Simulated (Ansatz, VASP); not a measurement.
## BN: VASP beside Ansatz

```
B N
1.0
     2.49148    0.00000    0.00000
    -1.24574    2.15769    0.00000
     0.00000    0.00000    4.12111
B N
2 2
Cartesian
  1.2457 0.7192 0.0017
  0.0000 1.4385 2.0623
  1.2457 0.7192 1.5437
  0.0000 1.4385 3.6042
```

Alike in both runs: functional r2SCAN; k mesh 12 × 12 × 8; occupations fermi-dirac, width 0.02 eV; no spin polarisation.

Ansatz relaxed the structure, and its values are those at the end. VASP's run is a single point on that final structure, the one shown.

```csv
,VASP,Ansatz
version,VASP 6.6.1,Ansatz 0.2.0
potentials or method,"VASP PAW PBE potentials, release 64 (B, N)",PAW plane waves
plane-wave cutoff (eV),520,500
valence electrons in the cell,16,16
```

Ansatz gave:

| Quantity | Value |
| --- | --- |
| gap on the k mesh at the Fermi level (eV) | 5.62 |

**Question.** Which values does VASP return?

**Answer.** gap on the k mesh at the Fermi level (eV): 5.59.

Ansatz warned: «stress_scf_threshold_loose».

 A k mesh can miss the band edges. r2SCAN opens gaps a little over a GGA but as a rule still falls short of measured ones.
